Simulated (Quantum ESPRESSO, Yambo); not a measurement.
An input for Yambo 5.3.0 (GaAs (F-43m)):

```
HF_and_locXC
gw0
dyson
ppa
em1d
rim_cut
RandQpts= 1000000
RandGvec= 1 RL
EXXRLvcs= 104 Ry
VXCRLvcs= 416 Ry
Chimod= "HARTREE"
% BndsRnXp
 1 | 124 |
%
NGsBlkXp= 14.5 Ry
% LongDrXp
 1 | 1 | 1 |
%
% GbndRnge
 1 | 124 |
%
DysSolver= "n"
ExtendOut
PPAPntXp= 27.21138 eV
% QPkrange
 1 | 8 | 19 | 26 |
%
GfnQPdb= "E < ./gw1/ndb.QP"
XfnQPdb= "E < ./gw1/ndb.QP"
```

```sh
OMP_NUM_THREADS=1 mpirun -n 4 yambo -F gw4.in -J gw4 -C gw4 > gw4.log
```

The stored states that it reads are on a 4×4×4 mesh. The structure is cubic, space group F-43m (No. 216). The conventional cell has a = 5.654 Å, b = 5.654 Å, c = 5.654 Å, α = 90.00°, β = 90.00°, γ = 90.00°. Nearest to Ga lie 4 As at 2.45 Å. Nearest to As lie 4 Ga at 2.45 Å. Farther neighbours are not listed.

Question: Estimate wall time and host memory on 4 MPI ranks of Intel Xeon 6975P-C (Granite Rapids), shared host.

It took 13 min; on shared hardware allow 6.6 min to 26 min. Peak host memory was 2.4 GiB.

The screening grows as filled bands × empty bands × pairs of k points, times the square of the screening basis for the matrix.

[Paths, hosts, dates, memory and timing lines, banners, echoed tables and standing remarks are left out of the program output.]

[Logs are printed without paths, hosts, clocks, repeated set-up lines and the standing remarks that a program may print on its own settings, such as how far it seeks lower states.]

[Runs of the session that timed out or met a known fault of the program may be left out.]

[Hosts, paths, dates, database ids (printed as entryN), source tags and the programs' standing remarks are cut or masked in the printed files.]
